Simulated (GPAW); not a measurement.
# CoO (Fm-3m) in GPAW: notebook

One crystal, CoO, is run at these levels: PBE+D3M(BJ), LDA, PBE+U; tasks: Fermi surface, magnons, single point.

All numbers are computed with GPAW 26.7.0; they aren't measurements. Logs are shortened: lines on timing, memory, paths and dates and some standing lists are left out, and cuts for length are marked. The log counts tension as positive stress, the text compression.

## (1) Starting point

Symmetry: Fm-3m, No. 225, cubic system. The conventional cell has a = 4.263 Å, b = 4.263 Å, c = 4.263 Å, α = 90.00°, β = 90.00°, γ = 90.00°. Around Co (site symmetry m-3m) lie 6 O at 2.13 Å. O (site symmetry m-3m) has 6 Co at 2.13 Å as nearest neighbours.

## (2) Fermi surface, PBE+D3M(BJ), collinear spin, ferromagnetic start

run.py reads:

```python
import json
import numpy as np
from ase.calculators.mixing import SumCalculator
from ase.dft.bandgap import bandgap
from ase.io import write
from ase.spacegroup import crystal
from ase.units import GPa
from dftd3.ase import DFTD3
from gpaw import GPAW, PW

# Co 4a
# O 4b
atoms = crystal(['Co', 'O'],
                basis=[[0.0, 0.0, 0.0],
                       [0.5, 0.0, 0.0]],
                spacegroup=225, setting=1,  # Fm-3m
                cellpar=[4.263, 4.263, 4.263, 90.0, 90.0, 90.0],
                primitive_cell=True)
atoms.set_initial_magnetic_moments([2.0, 0.0])

calc = GPAW(mode=PW(680),
            xc='PBE',
            kpts={'size': (7, 7, 7), 'gamma': True},
            occupations={'name': 'fermi-dirac', 'width': 0.01},
            nbands=17,
            convergence={'density': 1e-05, 'energy': 1e-05},
            maxiter=150,
            txt='gpaw.txt')
atoms.calc = SumCalculator([calc, DFTD3(method='pbe', damping='d3bjm')])
energy = atoms.get_potential_energy()
forces = atoms.get_forces()
stress = atoms.get_stress()
calc.write('gs.gpw')
write('result.traj', atoms)
print(f'Energy: {energy:.6f} eV')
print('Forces (eV/A):')
print(forces.round(4))
print('Stress (GPa):', (stress / GPa).round(3))
print('Moments:', calc.get_magnetic_moments().round(3))
print('Fermi level:', round(calc.get_fermi_level(), 4), 'eV')
print(f'Gap: {bandgap(calc)[0]:.4f} eV, direct: {bandgap(calc, direct=True)[0]:.4f} eV')

size = (12, 12, 12)
dense = calc.fixed_density(kpts={'size': size, 'gamma': True}, update_fermi_level=True,
                           convergence={'bands': 'CBM+2.0', 'eigenstates': 1e-7}, txt='dense.txt')
ef = dense.get_fermi_level()
index = np.round(dense.get_bz_k_points() * size).astype(int) % size
recip = 2 * np.pi * atoms.cell.reciprocal()
sheets = []
for s, e_kn in enumerate(dense.eigenvalues()):
    for n in range(e_kn.shape[1] - 2):
        if e_kn[:, n].min() < ef < e_kn[:, n].max():
            e = np.empty(size)
            e[tuple(index.T)] = e_kn[dense.get_bz_to_ibz_map(), n] - ef
            de = np.array([(np.roll(e, -1, c) - np.roll(e, 1, c)) * size[c] / 2 for c in range(3)])
            v = np.linalg.norm(np.einsum('vc,cxyz->vxyz', np.linalg.inv(recip), de), axis=0)
            w = np.exp(-(e / 0.1)**2) / (0.1 * np.pi**0.5)
            sheets.append({'spin': s, 'band': n, 'filled': (e < 0).mean(), 'dos': w.mean(), 'bottom': e.min(), 'top': e.max(),
                           'velocity': (w * v).sum() / w.sum() * 1.519267e5, 'slice': e[:, :, 0].round(3).tolist()})
            print(f'spin {s} band {n}: filled share {sheets[-1]["filled"]:.3f}, from {e.min():.3f} to {e.max():.3f} eV,',
                  f'{w.mean():.3f} states/eV, mean velocity {sheets[-1]["velocity"]:.3e} m/s')
print('Fermi level on the dense mesh:', round(ef, 4), 'eV,', len(sheets), 'sheets')
json.dump({'ef': ef, 'sheets': sheets}, open('fermi.json', 'w'))
```

Potentials or basis: GPAW PAW data sets (gpaw-data 1.2.1), pw.

Command:

```console
$ OMP_NUM_THREADS=1 python run.py
```

gpaw.txt:

```text
__  _  _
 | _ |_)|_||  |
 |__||  | ||/\| - 26.7.0

Input parameters:
  mode=PW(ecut=680.0),
  convergence={'density': 1e-05, 'energy': 1e-05},
  kpts=MonkhorstPack(size=(7, 7, 7), gamma=True),
  maxiter=150,
  nbands=17,
  occupations=Occupations(name='fermi-dirac', width=0.01),
  xc=XC(name='PBE')

Diagonalizing LCAO Hamiltonian
Converting LCAO to pw mode

              O

       Co

Atoms  # Å, Bohr magnetons
|   | symbol |        x |        y |        z |    initial magnetic moments |
|---|--------|----------|----------|----------|-----------------------------|
| 0 |     Co | 0.000000 | 0.000000 | 0.000000 | ( 0.0000,  0.0000,  2.0000) |
| 1 |      O | 2.131500 | 2.131500 | 2.131500 | ( 0.0000,  0.0000,  0.0000) |

Unit cell  # Å
| periodic |        x |        y |        z |  lengths |    angles |
|----------|----------|----------|----------|----------|-----------|
|      yes | 0.000000 | 2.131500 | 2.131500 | 3.014396 | 60.000000 |
|      yes | 2.131500 | 0.000000 | 2.131500 | 3.014396 | 60.000000 |
|      yes | 2.131500 | 2.131500 | 0.000000 | 3.014396 | 60.000000 |

Number of symmetries: 48
Symmetry operations  # r_c * U_cc + t_c -> r_c
|    | kind |            matrix            |
|----|------|------------------------------|
|  0 |  σ   |  1, 0, 0,  1, 0,-1,  1,-1, 0 |
|  1 |  C2  |  1, 0, 0,  1,-1, 0,  1, 0,-1 |
|  2 |  E   |  1, 0, 0,  0, 1, 0,  0, 0, 1 |
|  3 |  σ   |  1, 0, 0,  0, 0, 1,  0, 1, 0 |
|  4 |  C4  |  1, 0,-1,  1, 0, 0,  1,-1, 0 |
|  5 |  S6  |  1, 0,-1,  1,-1, 0,  1, 0, 0 |
|  6 |  σ   |  1, 0,-1,  0, 1,-1,  0, 0,-1 |
|  7 |  C3  |  1, 0,-1,  0, 0,-1,  0, 1,-1 |
|  8 |  S6  |  1,-1, 0,  1, 0, 0,  1, 0,-1 |
|  9 |  C4  |  1,-1, 0,  1, 0,-1,  1, 0, 0 |
| 10 |  C3  |  1,-1, 0,  0,-1, 1,  0,-1, 0 |
| 11 |  σ   |  1,-1, 0,  0,-1, 0,  0,-1, 1 |
| 12 |  σ   |  0, 1, 0,  1, 0, 0,  0, 0, 1 |
| 13 |  C4  |  0, 1, 0,  0, 1,-1, -1, 1, 0 |
| 14 |  C3  |  0, 1, 0,  0, 0, 1,  1, 0, 0 |
| 15 |  S6  |  0, 1, 0, -1, 1, 0,  0, 1,-1 |
| 16 |  C2  |  0, 1,-1,  1, 0,-1,  0, 0,-1 |
| 17 |  σ   |  0, 1,-1,  0, 1, 0, -1, 1, 0 |
| 18 |  S4  |  0, 1,-1,  0, 0,-1,  1, 0,-1 |
| 19 |  C4  |  0, 1,-1, -1, 1, 0,  0, 1, 0 |
| 20 |  C3  |  0, 0, 1,  1, 0, 0,  0, 1, 0 |
| 21 |  σ   |  0, 0, 1,  0, 1, 0,  1, 0, 0 |
| 22 |  S6  |  0, 0, 1,  0,-1, 1, -1, 0, 1 |
| 23 |  C4  |  0, 0, 1, -1, 0, 1,  0,-1, 1 |
| 24 |  S4  |  0, 0,-1,  1, 0,-1,  0, 1,-1 |
| 25 |  C3  |  0, 0,-1,  0, 1,-1,  1, 0,-1 |
| 26 |  C2  |  0, 0,-1,  0,-1, 0, -1, 0, 0 |
| 27 |  S6  |  0, 0,-1, -1, 0, 0,  0,-1, 0 |
| 28 |  S4  |  0,-1, 1,  1,-1, 0,  0,-1, 0 |
| 29 |  C4  |  0,-1, 1,  0, 0, 1, -1, 0, 1 |
| 30 |  C2  |  0,-1, 1,  0,-1, 0,  1,-1, 0 |
| 31 |  σ   |  0,-1, 1, -1, 0, 1,  0, 0, 1 |
| 32 |  C3  |  0,-1, 0,  1,-1, 0,  0,-1, 1 |
| 33 |  S6  |  0,-1, 0,  0, 0,-1, -1, 0, 0 |
| 34 |  S4  |  0,-1, 0,  0,-1, 1,  1,-1, 0 |
| 35 |  C2  |  0,-1, 0, -1, 0, 0,  0, 0,-1 |
| 36 |  C2  | -1, 1, 0,  0, 1, 0,  0, 1,-1 |
| 37 |  S6  | -1, 1, 0,  0, 1,-1,  0, 1, 0 |
| 38 |  S4  | -1, 1, 0, -1, 0, 1, -1, 0, 0 |
| 39 |  C3  | -1, 1, 0, -1, 0, 0, -1, 0, 1 |
| 40 |  S6  | -1, 0, 1,  0, 0, 1,  0,-1, 1 |
| 41 |  C2  | -1, 0, 1,  0,-1, 1,  0, 0, 1 |
| 42 |  C3  | -1, 0, 1, -1, 1, 0, -1, 0, 0 |
| 43 |  S4  | -1, 0, 1, -1, 0, 0, -1, 1, 0 |
| 44 |  C2  | -1, 0, 0,  0, 0,-1,  0,-1, 0 |
| 45 |  i   | -1, 0, 0,  0,-1, 0,  0, 0,-1 |
| 46 |  σ   | -1, 0, 0, -1, 1, 0, -1, 0, 1 |
| 47 |  C2  | -1, 0, 0, -1, 0, 1, -1, 1, 0 |

BZ-sampling:
  Number of BZ points: 343
  Number of IBZ points: 20

  Monkhorst-Pack size: [7, 7, 7]
  Monkhorst-Pack shift: [0, 0, 0]

K-points  # in reciprocal-cell coordinates
|     |                                coordinates |     weight |
|-----|--------------------------------------------|------------|
|   0 | (  0.00000000,   0.00000000,   0.00000000) | 0.00291545 |
|   1 | (  0.14285714,   0.14285714,   0.00000000) | 0.01749271 |
|   2 | (  0.14285714,   0.14285714,   0.14285714) | 0.02332362 |
|   3 | (  0.28571429,   0.14285714,   0.14285714) | 0.03498542 |
|   4 | (  0.28571429,   0.28571429,   0.00000000) | 0.01749271 |
|   5 | (  0.28571429,   0.28571429,   0.14285714) | 0.06997085 |
|   6 | (  0.28571429,   0.28571429,   0.28571429) | 0.02332362 |
|   7 | (  0.42857143,  -0.28571429,  -0.28571429) | 0.03498542 |
|   8 | (  0.42857143,   0.28571429,  -0.42857143) | 0.13994169 |
|   9 | (  0.42857143,   0.28571429,  -0.28571429) | 0.06997085 |
| ... |                                            |            |
|  19 | (  0.42857143,   0.42857143,   0.42857143) | 0.02332362 |

Plane wave coefficients: 793
Cutoff: 680.0 eV

Spin-components: 2 (collinear spins)
Bands:           17
Projectors:      11
Spin-degeneracy: 1
Datatype:        complex128

Parallelization:
  kpt:    1
  domain: 1
  band:   1

Density:
  Valence electrons: 15.0
  Components: 2
  Grid points: [20 20 20]
  Charge: 0.0  # |e|

Potential:
  Grid points: [20 20 20]

species:
  Co:
    name:    Cobalt
    Z:       27.0
    valence: 9
    core:    18
    charge:  0.0  # [|e|]
    compensation charges:
      type: gauss
      rc: 0.32  # [Å]
      lmax: 2
    cutoffs:
      filter: 1.87  # [Å]
      core: 2.55  # [Å]
    projectors
    | kind |    occ | energy [eV] | rcut [Å] |
    |------|--------|-------------|----------|
    |   4s |  2.000 |      -5.469 |    1.005 |
    |   4p |  0.000 |      -1.277 |    1.058 |
    |   3d |  7.000 |      -8.205 |    1.005 |
    |    s |        |      21.742 |    1.005 |
    |    p |        |      25.934 |    1.058 |
    |    d |        |      19.007 |    1.005 |

    Using partial waves for Co as LCAO basis

  O:
    name:    Oxygen
    Z:       8.0
    valence: 6
    core:    2
    charge:  0.0  # [|e|]
    compensation charges:
      type: gauss
      rc: 0.21  # [Å]
      lmax: 2
    cutoffs:
      filter: 1.17  # [Å]
      core: 0.83  # [Å]
    projectors
    | kind |    occ | energy [eV] | rcut [Å] |
    |------|--------|-------------|----------|
    |   2s |  2.000 |     -23.961 |    0.688 |
    |   2p |  4.000 |      -9.029 |    0.598 |
    |    s |        |       3.251 |    0.688 |
    |    p |        |      18.182 |    0.598 |
    |    d |        |       0.000 |    0.619 |

    Using partial waves for O as LCAO basis

Reference energy: -39943.562207  # eV

eigensolver:
  PPCG
  Converge bands: occupied
  niter=2

density mixing:
  MSR1-Mixer
  Pratt-step length: 0.05
  Maximum mixing coefficient: 0.75
  Old densities: 10
  SVD Regularization: 0.005
  Good broyden scale: 1.0
  Trust region scale: 1.0
  Backstep threshold: 4.0
  History deletion threshold: 6.0
  Fourier metric: weight=20.0, sigma=0.015

occupation numbers:
  Fermi-Dirac:
    width: 0.0100  # eV

poisson solver:
  ecut: 5440.0  # eV

xc functional:
  name: PBE with 2 nearest neighbor stencil

convergence criteria:
- Maximum integral of absolute [dens]ity change: 1e-05 electrons / valence electron
- Maximum [total energy] change in last 3 cyles: 1e-05 eV / valence electron
- Maximum integral of absolute [eigenst]ate change: 4e-08 eV^2 / valence electron
maximum number of iterations: 150

SCF iterations
|iter     | |      energy | eigst |  dens |  magmom |
|---------|-|-------------|-------|-------|---------|
|iter:   1| |  -14.707141 | -0.09 |       |  +2.0015|
|iter:   2| |  -14.554687 | -2.16 | -0.85 |  +2.0332|
|iter:   3| |  -14.305429 | -2.05 | -0.91 |  +2.1872|
|iter:   4| |  -14.382686 | -2.57 | -1.24 |  +2.3731|
|iter:   5| |  -14.428684 | -2.77 | -1.58 |  +2.5645|
|iter:   6| |  -14.431593 | -3.92 | -1.85 |  +2.6190|
|iter:   7| |  -14.435027 | -2.92 | -1.88 |  +2.8360|
|iter:   8| |  -14.439892 | -2.94 | -1.89 |  +3.0942|
|iter:   9| |  -14.444019 | -3.25 | -1.90 |  +2.9431|
|iter:  10| |  -14.444286 | -4.57 | -2.22 |  +2.9429|
|iter:  11| |  -14.444856 | -3.87 | -2.30 |  +3.0206|
|iter:  12| |  -14.444716 | -5.31 | -2.57 |  +3.0221|
|iter:  13| |  -14.444768c| -5.14 | -2.69 |  +2.9996|
|iter:  14| |  -14.444729c| -6.12 | -3.32 |  +2.9860|
|iter:  15| |  -14.444755c| -5.53 | -2.89 |  +3.0021|
|iter:  16| |  -14.444755c| -7.31 | -3.69 |  +3.0000|
|iter:  17| |  -14.444755c| -8.21c| -4.83 |  +3.0000|
|iter:  18| |  -14.444755c| -8.92c| -5.29c|  +2.9999|

Converged in 18 steps
Energy contributions relative to reference atoms: (reference = -39943.562207)

Energy contributions:
  Kinetic:          27.449726
  Coulomb:         -23.995472
  Zero:              0.068216
  External:          0.000000
  Xc:              -17.966668
  Entropy:          -0.001116
  Spinorbit:         0.000000
  ----------------------------
  Free energy:     -14.445313
  Extrapolated:    -14.444755

dipole moment: (-11.347057, -11.347057, -11.347057)  # |e|*Ang

Total magnetic moment: (0.000000, 0.000000, 2.999915)

Local magnetic moments
|        x |        y |        z |
|----------|----------|----------|
| 0.000000 | 0.000000 | 2.572158 |  # Co   0
| 0.000000 | 0.000000 | 0.252530 |  # O    1

Fermi level: 8.779
Eigenvalues  # (at kpt = [0.000, 0.000, 0.000])
| band index |      eig [eV] | occ [0-1] |      eig [eV] | occ [0-1] |
|------------|---------------|-----------|---------------|-----------|
|          0 |       -11.517 |     1.000 |       -10.986 |     1.000 |
|          1 |         5.428 |     1.000 |         6.137 |     1.000 |
|          2 |         5.428 |     1.000 |         6.137 |     1.000 |
|          3 |         5.543 |     1.000 |         6.137 |     1.000 |
|          4 |         5.543 |     1.000 |         7.648 |     1.000 |
|          5 |         5.543 |     1.000 |         7.648 |     1.000 |
[... 9 lines left out ...]
|         15 |        29.955 |     0.000 |        30.971 |     0.000 |
|         16 |        29.955 |     0.000 |        30.971 |     0.000 |

No gap
No difference between direct/indirect transitions

Forces  # eV/Ang
|        x |       y |        z |
|----------|---------|----------|
|  0.00000 | 0.00000 |  0.00000 |  # Co   0
| -0.00000 | 0.00000 | -0.00000 |  # O    1

Stress tensor  # eV/Ang^3
|        x |        y |        z |
|----------|----------|----------|
| 0.012235 | 0.000000 | 0.000000 |
| 0.000000 | 0.012235 | 0.000000 |
| 0.000000 | 0.000000 | 0.012235 |

# Writing to gs.gpw (mode='')
```

It took 29 s on 1 thread of Intel Xeon Platinum 8488C (Sapphire Rapids), shared host; peak memory 0.22 GiB.

What came out:

* Free energy: -15.5133 eV
* Pressure: -11.3 GPa
* Band gap on the k mesh: none (metal or under the smearing width)
* Net moment: 3.00 μB per cell
* Site moments: Co +2.57; O +0.25 μB
* Dispersion energy per atom: -0.534 eV

Levels at points of the mesh, in eV from the Fermi level:
Spin up:
| k point | band 6 | band 7 | band 8 | band 9 | band 10 | band 11 | band 12 | band 13 |
| --- | --- | --- | --- | --- | --- | --- | --- | --- |
| (0.00, 0.00, 0.00) | -3.24 | -3.16 | -3.16 | -3.16 | 0.81 | 16.74 | 17.91 | 17.91 |
Spin down:
```
           k point  band 2  band 3  band 4  band 5  band 6  band 7  band 8  band 9  band 10  band 11
(0.00, 0.00, 0.00)   -2.64   -2.64   -2.64   -1.13   -1.13   -1.13    0.05    0.05     1.37    16.61
```

Caveat: the k mesh is coarse (spacing up to 0.36 Å⁻¹), so the values aren't converged; the cutoff is short for stress and forces, so pressures can be off by a GPa or more; a cell with one magnetic atom can't hold antiferromagnetic order, which such compounds often take; semilocal functionals often make such compounds metallic where correlation or magnetic order opens a gap, which also shifts bond lengths; pairwise dispersion overbinds metals, which lowers pressure and volume. With open d or f shells a metallic result of PBE can be an artefact of self-interaction; +U or a hybrid may open a gap.

[end of part 1 of 2]
